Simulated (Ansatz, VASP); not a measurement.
## Y in VASP and in Ansatz

The input INCAR:

```
SYSTEM = Y
ALGO = Normal ; EDIFF = 1E-6
ENCUT = 520 ; GGA = PE
ISIF = 2 ; ISMEAR = -1
LASPH = .TRUE. ; LCHARG = .FALSE.
LREAL = .FALSE. ; LWAVE = .FALSE.
NBANDS = 12 ; NELM = 100
PREC = Accurate ; SIGMA = 0.08
```

The input KPOINTS:

```
k-points
0
G
  13 13 13
  0 0 0
```

Contents of POSCAR:

```
Y
1.0
   -1.6257430256      1.6257430256      1.6257430256
    1.6257430256     -1.6257430256      1.6257430256
    1.6257430256      1.6257430256     -1.6257430256
Y
1
Direct
    0.0000000000      0.0000000000      0.0000000000
```

Input for Ansatz:

```yaml
crystal:
  lattice:
    - [-1.6257430256, 1.6257430256, 1.6257430256]
    - [1.6257430256, -1.6257430256, 1.6257430256]
    - [1.6257430256, 1.6257430256, -1.6257430256]
  atoms:
    - { symbol: "Y", position: [0.0, 0.0, 0.0] }
kpoints:
  mp_grid: { grid: [13, 13, 13] }
scf:
  occupations: { method: fermi_dirac, width: 0.08 }
hamiltonian:
  xc: pbe
  pseudopotentials: { kind: all_electron, lapw: { basis_error: 0.001 } }
output:
  forces: true
  stress: true
  eigenvalues: true
  populations: true
```

Change from the starting cell: volume scaled by 0.52, LAPW.

Alike in both runs: task single point; functional PBE; k mesh 13 × 13 × 13; occupations fermi-dirac, width 0.08 eV; no spin polarisation.

```csv
,VASP,Ansatz
version,VASP 6.6.1,Ansatz 0.2.0
potentials or method,"VASP PAW PBE potentials, release 64 (Y_sv)","all-electron LAPW, scalar-relativistic"
plane-wave cutoff (eV),520,see its input
```

```csv
,VASP,Ansatz,Ansatz less VASP
pressure (GPa),65.4,65.8,+0.32
```

Ansatz ran all-electron here, so the differences hold the error of VASP's frozen core and of both bases.

Caveats: the cell as given lies far from equilibrium; so large a pressure means that the cell lies far from this level's equilibrium, or that cutoff or potentials fall short (VASP).
